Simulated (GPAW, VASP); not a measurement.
**MnO and the Hubbard U on Mn d, program beside program**

```cif
data_structure
_symmetry_space_group_name_H-M 'P 1'
_symmetry_Int_Tables_number 1
_cell_length_a 3.1424
_cell_length_b 3.1424
_cell_length_c 3.1424
_cell_angle_alpha 60.000
_cell_angle_beta 60.000
_cell_angle_gamma 60.000
_cell_volume 21.94
loop_
_atom_site_label
_atom_site_type_symbol
_atom_site_fract_x
_atom_site_fract_y
_atom_site_fract_z
_atom_site_occupancy
Mn1 Mn 0.00000 0.00000 0.00000 1
O1 O 0.50000 0.50000 0.50000 1
```

Kept alike: task single point; functional r2SCAN; k mesh 7 × 7 × 7; occupations fermi-dirac, width 0.05 eV; collinear spin, ferromagnetic start. The mesh is that of the run's cell of 2 atoms. No spin-orbit coupling.

- A: GPAW, GPAW PAW data sets (gpaw-data 1.2.1), made for PBE, cutoff 800 eV
- B: VASP, PBE PAW files Mn_pv, O, 520 eV, made for PBE

| Hubbard U on Mn d (eV) | A: pressure (GPa) | B: pressure (GPa) |
| --- | --- | --- |
| 2 | 5.44 | 2.37 |
| 3 | 6.16 | 3.05 |
| 4 | 6.85 | 3.67 |
| 5 | 7.51 | 4.25 |
| 6 | 8.13 | 4.77 |
| 8 | 9.25 | 5.67 |

U acts on projectors that differ between programs, so one value of U isn't one strength. Pressure is positive in compression; plane-wave values hold the error of the finite cutoff. Magnetic runs hold the state that their start led to. Values on potentials made for another functional: all of A; all of B.

Q: How large is the effect of the Hubbard U on Mn d, and do the programs agree on it?

A: From 2 to 8 eV the pressure moves by +3.81 in A, +3.30 in B (GPa). Row by row the programs differ by 3.07 to 3.58, and over this span the shifts, as printed, agree within about 13 %.
